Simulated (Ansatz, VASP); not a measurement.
# Cross-check of In4SbAs3 (ordered alloy, x = 0.25, built in the cubic cell of 8 atoms (invented)) between VASP and Ansatz

Aim: how closely do two programs agree when they are given the same cell, functional and k mesh? The cell is generated by rule, not measured, and may not be a known phase. The cell is taken from a series of runs on this material, whose earlier steps may have relaxed, scaled, displaced or heated it; both programs get it as it stands.

Calculated with Ansatz 0.2.0; plane waves, with VASP 6.6.1 beside it; r2SCAN.

### 1. The starting structure

Symmetry: P-43m, No. 215, cubic system. Conventional cell: a = 6.226 Å, b = 6.226 Å, c = 6.226 Å, α = 90.00°, β = 90.00°, γ = 90.00°. Sb has 4 In at 2.79 Å nearest. Nearest to As lie 4 In at 2.67 Å. Nearest to In lie 3 As at 2.67 Å and 1 Sb at 2.79 Å. Farther neighbours are not listed.

Coordinates:

```xyz
8
Lattice="6.2258 0.0000 0.0000 0.0000 6.2258 0.0000 0.0000 0.0000 6.2258" Properties=species:S:1:pos:R:3 pbc="T T T"
Sb    0.0000    0.0000    0.0000
As    0.0000    3.1129    3.1129
As    3.1129    0.0000    3.1129
As    3.1129    3.1129    0.0000
In    1.6117    1.6117    1.6117
In    1.6117    4.6141    4.6141
In    4.6141    1.6117    4.6141
In    4.6141    4.6141    1.6117
```

### 2. VASP: relaxation of cell and atoms, r2SCAN

The relaxed volume is the usual yardstick between codes: in a stiff, nearly cubic crystal its relative difference is about their pressure difference at one cell divided by the bulk modulus.

Lines of VASP's logs that name or quote its potential files are left out, and so is its time.

Contents of INCAR:

```
SYSTEM = In4SbAs3
PREC = Accurate
ENCUT = 550
EDIFF = 1E-07
NELM = 120
ISMEAR = 0
SIGMA = 0.1
LREAL = .FALSE.
ALGO = Normal
METAGGA = R2SCAN
LASPH = .TRUE.
NBANDS = 44
LORBIT = 11
LWAVE = .FALSE.
LCHARG = .FALSE.
ISIF = 3
IBRION = 2
NSW = 80
EDIFFG = -0.005
GGA_COMPAT = .FALSE.
NELMIN = 4
LMIXTAU = .TRUE.
KPAR = 2
```

Contents of POSCAR:

```
In4SbAs3
1.0
    6.2258190000      0.0000000000      0.0000000000
    0.0000000000      6.2258190000      0.0000000000
    0.0000000000      0.0000000000      6.2258190000
Sb As In
1 3 4
Direct
    0.0000000000      0.0000000000      0.0000000000
    0.0000000000      0.4999999197      0.4999999197
    0.4999999197      0.0000000000      0.4999999197
    0.4999999197      0.4999999197      0.0000000000
    0.2588806388      0.2588806388      0.2588806388
    0.2588806388      0.7411193612      0.7411193612
    0.7411193612      0.2588806388      0.7411193612
    0.7411193612      0.7411193612      0.2588806388
```

Contents of KPOINTS:

```
Automatic mesh
0
Gamma
6 6 6
0 0 0
```

PAW data sets: Sb, As and In_d (PBE family, release 64).

On the command line:

```sh
> mpirun -np 2 vasp_std
```

Numbers of over 12 decimals in the logs are rounded to 6 here.

What it wrote:

```text
[banner, memory and clock lines left out]
running    2 mpi-ranks, on    1 nodes
 distrk:  each k-point on    1 cores,    2 groups
 distr:  one band on    1 cores,    1 groups

 POSCAR found type information on POSCAR SbAsIn
 POSCAR found :  3 types and       8 ions
|                                                                             |
|               ----> ADVICE to this user running VASP <----                  |
|                                                                             |
|     You enforced a specific xc type in the INCAR file but a different       |
|     [... a line on the potential file left out ...]
|     I HOPE YOU KNOW WHAT YOU ARE DOING!                                     |
|                                                                             |

 LDA part: xc-table for (None), standard interpolation
 POSCAR, INCAR and KPOINTS ok, starting setup
 FFT: planning ... GRIDC
 FFT: planning ... GRID_SOFT
 FFT: planning ... GRID
 WAVECAR not read
 entering main loop
       N       E                     dE             d eps       ncg     rms          rms(c)
DAV:   1     0.572824980077E+03    0.57282E+03   -0.33579E+04  1760   0.189E+03
DAV:   2    -0.810676519846E+02   -0.65389E+03   -0.64147E+03  1768   0.473E+02
DAV:   3    -0.170519638268E+03   -0.89452E+02   -0.87414E+02  2036   0.193E+02
DAV:   4    -0.175894598266E+03   -0.53750E+01   -0.53420E+01  2156   0.466E+01
DAV:   5    -0.176114320926E+03   -0.21972E+00   -0.21965E+00  2404   0.917E+00    0.125E+01
DAV:   6    -0.167414701404E+03    0.86996E+01   -0.71915E+00  2248   0.380E+01    0.595E+00
DAV:   7    -0.160756649637E+03    0.66581E+01   -0.18972E+00  1840   0.106E+01    0.239E+00
DAV:   8    -0.162700501554E+03   -0.19439E+01   -0.23233E+00  1800   0.872E+00    0.227E+00
DAV:   9    -0.162661187524E+03    0.39314E-01   -0.19637E-01  2332   0.329E+00    0.111E+00
DAV:  10    -0.162655047701E+03    0.61398E-02   -0.45552E-02  2516   0.123E+00    0.649E-01
DAV:  11    -0.162784590396E+03   -0.12954E+00   -0.17773E-01  1780   0.250E+00    0.182E-01
DAV:  12    -0.162789894169E+03   -0.53038E-02   -0.11883E-02  2140   0.577E-01    0.257E-01
DAV:  13    -0.162791299491E+03   -0.14053E-02   -0.11715E-03  2028   0.195E-01    0.295E-01
DAV:  14    -0.162792644539E+03   -0.13450E-02   -0.27052E-04  2228   0.117E-01    0.242E-01
[...]
DAV:  20    -0.162793499542E+03   -0.12458E-03   -0.21822E-04  2268   0.106E-01    0.888E-02
DAV:  21    -0.162793505393E+03   -0.58506E-05   -0.11728E-04  2448   0.602E-02    0.627E-02
DAV:  22    -0.162793516073E+03   -0.10680E-04   -0.19479E-05  2516   0.257E-02    0.286E-02
DAV:  23    -0.162793520401E+03   -0.43279E-05   -0.14772E-06  1988   0.797E-03    0.298E-02
DAV:  24    -0.162793522573E+03   -0.21714E-05   -0.92314E-07  1524   0.607E-03    0.366E-02
DAV:  25    -0.162793526589E+03   -0.40161E-05   -0.51518E-06  2056   0.176E-02    0.136E-02
DAV:  26    -0.162793527305E+03   -0.71626E-06   -0.84394E-07  1532   0.491E-03    0.745E-03
DAV:  27    -0.162793527358E+03   -0.53388E-07   -0.27640E-08  1200   0.133E-03
   1 F= -.16279353E+03 E0= -.16279303E+03  d E =-.162794E+03
[...]
2 F= -.16279491E+03 E0= -.16279441E+03  d E =-.138493E-02
[...]
3 F= -.16279511E+03 E0= -.16279461E+03  d E =-.158029E-02
[...]
4 F= -.16279520E+03 E0= -.16279470E+03  d E =-.926161E-04
 trial-energy change:   -0.000093  1 .order   -0.000107   -0.000332    0.000118
 step:   0.7649(harm=  0.8095)  dis= 0.00054  next Energy=  -162.795219 (dE=-0.111E-03)
 bond charge predicted
       N       E                     dE             d eps       ncg     rms          rms(c)
DAV:   1    -0.162795429485E+03   -0.22924E-03   -0.10673E-02  2328   0.110E+00    0.117E-01
DAV:   2    -0.162795231002E+03    0.19848E-03   -0.88392E-04  2316   0.336E-01    0.381E-02
DAV:   3    -0.162795201684E+03    0.29318E-04   -0.16042E-04  2416   0.141E-01    0.232E-02
DAV:   4    -0.162795214258E+03   -0.12574E-04   -0.15627E-05  1768   0.246E-02    0.216E-02
DAV:   5    -0.162795206464E+03    0.77939E-05   -0.69631E-06  1768   0.147E-02    0.106E-02
DAV:   6    -0.162795218034E+03   -0.11570E-04   -0.16757E-05  1768   0.287E-02    0.619E-03
DAV:   7    -0.162795219493E+03   -0.14584E-05   -0.13503E-06  1800   0.757E-03    0.344E-03
DAV:   8    -0.162795219261E+03    0.23164E-06   -0.12232E-07  1288   0.251E-03    0.185E-03
DAV:   9    -0.162795219348E+03   -0.87277E-07   -0.15261E-07  1156   0.300E-03
   5 F= -.16279522E+03 E0= -.16279472E+03  d E =-.111704E-03
 curvature:  -0.44 expect dE=-0.109E-05 dE for cont linesearch -0.323E-06
 trial: gam=-0.01686 g(F)=  0.246E-05 g(S)=  0.141E-07 ort = 0.157E-04 (trialstep = 0.103E+01)
 search vector abs. value=  0.204E-05
 reached required accuracy - stopping structural energy minimisation
```

From OUTCAR (step 2):

```text
ion  position               nearest neighbor table
   1  0.000  0.000  0.000-   5 2.79   6 2.79   7 2.79   8 2.79
   2  0.000  0.500  0.500-   5 2.67   7 2.67   8 2.67   6 2.67
   3  0.500  0.000  0.500-   5 2.67   6 2.67   8 2.67   7 2.67
   4  0.500  0.500  0.000-   5 2.67   6 2.67   7 2.67   8 2.67
   5  0.259  0.259  0.259-   2 2.67   3 2.67   4 2.67   1 2.79
   6  0.259  0.741  0.741-   3 2.67   4 2.67   2 2.67   1 2.79
   7  0.741  0.259  0.741-   2 2.67   4 2.67   3 2.67   1 2.79
   8  0.741  0.741  0.259-   2 2.67   3 2.67   4 2.67   1 2.79

  LATTYP: Found a simple cubic cell.
 ALAT       =     6.2258190000

 Subroutine GETGRP returns: Found 24 space group operations
 (whereof 24 operations were pure point group operations)

The static configuration has the point symmetry T_d .

 Found     20 irreducible k-points:

   k-points           NKPTS =     20   k-points in BZ     NKDIM =     20   number of bands    NBANDS=     44

   dimension x,y,z NGX =    48 NGY =   48 NGZ =   48
   dimension x,y,z NGXF=    96 NGYF=   96 NGZF=   96

   ENCUT  =  550.0 eV  40.42 Ry    6.36 a.u.  11.91 11.91 11.91*2*pi/ulx,y,z

   NELECT =      72.0000    total number of electrons

 k-points in reciprocal lattice and weights: Automatic mesh
   0.00000000  0.00000000  0.00000000       0.005
   0.16666667  0.00000000  0.00000000       0.028
   0.33333333  0.00000000  0.00000000       0.028
   0.50000000  0.00000000  0.00000000       0.014
   0.16666667  0.16666667  0.00000000       0.056
   0.33333333  0.16666667  0.00000000       0.111
   0.50000000  0.16666667  0.00000000       0.056
   0.33333333  0.33333333  0.00000000       0.056
   0.50000000  0.33333333  0.00000000       0.056
[...]
0.50000000  0.50000000  0.33333333       0.028
   0.50000000  0.50000000  0.50000000       0.005

 average (electrostatic) potential at core
       1 -92.7045       2 -54.3801       3 -54.3801       4 -54.3801       5-102.3863
       6-102.3863       7-102.3863       8-102.3863

 E-fermi :   4.2211

 k-point     1 :       0.0000    0.0000    0.0000
  band No.  band energies     occupation
    ...
     33       1.9043      2.00000
     34       4.0554      1.98088
     35       4.1754      1.48196
     36       4.1754      1.48196
     37       4.1754      1.48194
     38       5.9755      0.00000
     39       6.0124      0.00000
     40       6.0124      0.00000
     41       6.2590      0.00000
     42       6.2590      0.00000
    ...

 k-point     2 :       0.1667    0.0000    0.0000
  band No.  band energies     occupation
    ...
     32       1.9710      2.00000
     33       1.9710      2.00000
     34       2.9241      2.00000
     35       3.9212      1.99998
     36       3.9212      1.99998
     37       5.2274      0.00000
     38       6.0400      0.00000
     39       6.4062      0.00000
     40       6.4112      0.00000
     41       6.5329      0.00000
    ...

 k-point     3 :       0.3333    0.0000    0.0000
  band No.  band energies     occupation
    ...
     32       1.7973      2.00000
     33       2.2538      2.00000
     34       2.2538      2.00000
     35       3.3777      2.00000
     36       3.3777      2.00000
     37       6.0260      0.00000
     38       6.4494      0.00000
     39       6.7749      0.00000
     40       7.2176      0.00000
     41       7.4232      0.00000
    ...

  Total       -0.0008832     -0.0008832     -0.0008832     -0.0000000     -0.0000000     -0.0000000
  in kB       -0.0058698     -0.0058698     -0.0058698     -0.0000000     -0.0000000     -0.0000000
  external PRESSURE =      -0.0058698 kB  Pullay stress =       0.0000000 kB

  energy-cutoff  :      550.00
  volume of cell :      241.07
      direct lattice vectors                 reciprocal lattice vectors
     6.223709851  0.000000000  0.000000000     0.160675871 -0.000000000 -0.000000000
     0.000000000  6.223709851 -0.000000000    -0.000000000  0.160675871 -0.000000000
     0.000000000  0.000000000  6.223709851    -0.000000000  0.000000000  0.160675871

 POSITION                                       TOTAL-FORCE (eV/Angst)
 -----------------------------------------------------------------------------------
      0.00000      0.00000     -0.00000         0.000000      0.000000     -0.000000
      0.00000      3.11185      3.11185         0.000000      0.000000     -0.000000
      3.11185      0.00000      3.11185         0.000000      0.000000      0.000000
      3.11185      3.11185     -0.00000         0.000000      0.000000     -0.000000
      1.60659      1.60659      1.60659        -0.002062     -0.002062     -0.002062
      1.60659      4.61712      4.61712        -0.002062      0.002062      0.002062
      4.61712      1.60659      4.61712         0.002062     -0.002062      0.002062
      4.61712      4.61712      1.60659         0.002062      0.002062     -0.002062
 -----------------------------------------------------------------------------------
    total drift:                                0.000186      0.000186      0.000186

  FREE ENERGIE OF THE ION-ELECTRON SYSTEM (eV)
  ---------------------------------------------------
  free  energy   TOTEN  =      -162.7952193484 eV

  energy  without entropy=     -162.7942222928  energy(sigma->0) =     -162.79472082

 reached required accuracy - stopping structural energy minimisation

 total charge
# of ion       s       p       d       tot
------------------------------------------
    1        1.108   1.390   0.021   2.519
    2        1.218   1.575   0.020   2.814
    3        1.218   1.575   0.020   2.814
    4        1.218   1.575   0.020   2.814
    5        0.842   0.726   9.880  11.448
    6        0.842   0.726   9.880  11.448
    7        0.842   0.726   9.880  11.448
    8        0.842   0.726   9.880  11.448
--------------------------------------------------
tot          8.128   9.020  39.603  56.752

[... 3 further parts left out ...]
```

CONTCAR:

```
In4SbAs3
   1.00000000000000
     6.2237098513030347    0.0000000000000000    0.0000000000000000
     0.0000000000000000    6.2237098513030347   -0.0000000000000000
     0.0000000000000000    0.0000000000000000    6.2237098513030347
  Sb              As              In
     1     3     4
Direct
     0.0000000000000000    0.0000000000000000    0.0000000000000000
     0.0000000000000000    0.4999999197000022    0.4999999197000022
     0.4999999197000022    0.0000000000000000    0.4999999197000022
     0.4999999197000022    0.4999999197000022    0.0000000000000000
     0.2581399645714922    0.2581399645714922    0.2581399645714922
     0.2581399645714922    0.7418600354285079    0.7418600354285079
     0.7418600354285079    0.2581399645714922    0.7418600354285079
     0.7418600354285079    0.7418600354285079    0.2581399645714922
```

The run keeps the 24 symmetry operations of its start, so it cannot find a distortion of lower symmetry.

(Part 1 of 2 ends here.)

[Lines on the potential files, build, host, timing and source positions are cut from VASP's logs without a mark.]

[Logs are printed without paths, hosts, clocks, repeated set-up lines and the standing remarks that a program may print on its own settings, such as how far it seeks lower states.]

[Hosts, paths, dates, database ids (printed as entryN), source tags and the programs' standing remarks are cut or masked in the printed files.]
